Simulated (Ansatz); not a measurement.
Theory: DFT PBE, scalar-relativistic, plane waves, PAW in Ansatz. Cutoff 420 eV, Γ-centred meshes of about 0.25 Å⁻¹ or finer for metals and 0.3 Å⁻¹ for insulators (2π included), Gaussian smearing. No spin polarisation.

All energies are static (0 K, no zero-point motion).

Two relaxed structures of InGa2As3:

A.

Space group P3m1 (No. 156). a = 4.166 Å, b = 4.166 Å, c = 10.243 Å, α = 90.00°, β = 90.00°, γ = 120.00°
| atom | site | symmetry | x | y | z |
| --- | --- | --- | --- | --- | --- |
| In | 1a | 3m. | 0.0000 | 0.0000 | 0.0015 |
| Ga | 1c | 3m. | 0.6667 | 0.3333 | 0.6605 |
| Ga | 1b | 3m. | 0.3333 | 0.6667 | 0.3399 |
| As | 1b | 3m. | 0.3333 | 0.6667 | 0.5832 |
| As | 1c | 3m. | 0.6667 | 0.3333 | 0.9026 |
| As | 1a | 3m. | 0.0000 | 0.0000 | 0.2623 |

B.

Space group Cmc2_1 (No. 36). a = 12.458 Å, b = 7.196 Å, c = 6.831 Å, α = 90.00°, β = 90.00°, γ = 90.00°
```
atom  site  symmetry       x       y       z
  In    4a       m.. 0.5000  0.6715  0.4994
  Ga    8b         1  0.3307  0.1637  0.5001
  As    8b         1  0.6758  0.8418  0.6333
  As    4a       m.. 0.5000  0.3151  0.6088
```

Question: Which form is favoured at zero pressure, and by what margin per atom?

Answer: B is lower, by 10 meV/atom. A has In and Ga ordered on zinc blende sites, space group P3m1 (No. 156), 25.7 Å³/atom and no gap on its mesh; B has In and Ga ordered on wurtzite sites, space group Cmc2_1 (No. 36), 25.5 Å³/atom and no gap. In A, In has 4 As at 2.61–2.67 Å; Ga on its first site has 4 As at 2.48–2.53 Å; As on its first site has 4 Ga at 2.49–2.53 Å; 3 more sites not described. In B, In has 4 As at 2.67 Å; Ga has 4 As at 2.49–2.51 Å; As on a site of symmetry 1 has 3 Ga at 2.49–2.51 Å and 1 In at 2.67 Å; 1 more site not described. Both come from trial cells of a structure search.

The zero gap of P3m1, Cmc2_1 may come from the functional, which often closes small gaps. Cells relaxed within their symmetry can be saddle points.
